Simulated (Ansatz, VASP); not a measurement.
## Mo in VASP and in Ansatz

```
Mo
1.0
    -1.58381    1.58381    1.58381
     1.58381   -1.58381    1.58381
     1.58381    1.58381   -1.58381
Mo
1
Direct
  0.00000 0.00000 0.00000
```

Alike in both runs: task single point; functional RPBE; k mesh 8 × 8 × 8; occupations gaussian, width 0.1 eV; no spin polarisation.

```csv
,VASP,Ansatz
version,VASP 6.6.1,Ansatz 0.2.0
potentials or method,"VASP PAW PBE potentials, release 64 (Mo_sv)","scalar-relativistic, plane waves, PAW"
plane-wave cutoff (eV),520,420
valence electrons in the cell,14,14
```

Ansatz gave:

```
gap on the k mesh at the Fermi level (eV) : none
pressure (GPa)                            : 2.4
```

**Question.** Which values does VASP return?

**Answer.** gap on the k mesh at the Fermi level (eV): none; pressure (GPa): 2.9.

A gap of «none» marks a metal or a gap that the smearing closes.

Caveats: the PAW data sets were made with another functional, which shifts forces and pressure a little (VASP).
